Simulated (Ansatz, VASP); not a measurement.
## Two plane-wave programs on Au

```
Au
1.0
     0.00000    2.04525    2.04525
     2.04525    0.00000    2.04525
     2.04525    2.04525    0.00000
Au
1
Direct
  0.00000 0.00000 0.00000
```

Alike in both runs: task relaxation of cell and atoms; functional PBEsol; k mesh 18 × 18 × 18; occupations gaussian, width 0.1 eV; no spin polarisation.

|  | VASP | Ansatz |
| --- | --- | --- |
| version | VASP 6.6.1 | Ansatz 0.2.0 |
| potentials or method | VASP PAW PBE potentials, release 64 (Au) | scalar-relativistic, plane waves, PAW |
| plane-wave cutoff (eV) | 600 | 420 |
| valence electrons in the cell | 11 | 19 |

|  | VASP | Ansatz | Ansatz less VASP |
| --- | --- | --- | --- |
| gap on the k mesh at the Fermi level, each at its own relaxed structure (eV) | none | none | - |
| relaxed volume (Å³/atom) | 17.01 | 17.03 | +0.021 |
| relaxed cell length with the largest relative difference (Å) | 2.887 | 2.888 | +0.0012 |

A gap of «none» marks a metal or a gap that the smearing closes. The two sets of potentials don't hold the same shells in valence.

Caveats: the PAW data sets were made with another functional, which shifts forces and pressure a little (VASP). The runs have no spin-orbit coupling, so splittings on Au are missing.
